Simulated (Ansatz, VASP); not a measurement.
## Ni: VASP beside Ansatz

```
Ni
1.0
     0.00000    1.73300    1.73300
     1.73300    0.00000    1.73300
     1.73300    1.73300    0.00000
Ni
1
Direct
  0.00000 0.00000 0.00000
```

Alike in both runs: task relaxation of cell and atoms; functional PBEsol; k mesh 20 × 20 × 20; occupations gaussian, width 0.1 eV; collinear spin.

|  | VASP | Ansatz |
| --- | --- | --- |
| version | VASP 6.6.1 | Ansatz 0.2.0 |
| potentials or method | VASP PAW PBE potentials, release 64 (Ni) | scalar-relativistic, plane waves, PAW |
| plane-wave cutoff (eV) | 600 | 420 |
| valence electrons in the cell | 10 | 18 |

```csv
,VASP,Ansatz,Ansatz less VASP
"gap on the k mesh at the Fermi level, each at its own relaxed structure (eV)",none,none,-
net moment per atom (μB),0.62,0.63,+0.010
size of the moment on the site where the two differ most (μB),0.63,0.67,+0.039
relaxed volume (Å³/atom),10.38,10.38,+0.008
relaxed cell length with the largest relative difference (Å),2.448,2.449,+0.0006
```

Site moments also hang on the region over which each program counts them. A gap of «none» marks a metal or a gap that the smearing closes. The two sets of potentials don't hold the same shells in valence.

Caveats: the PAW data sets were made with another functional, which shifts forces and pressure a little (VASP).
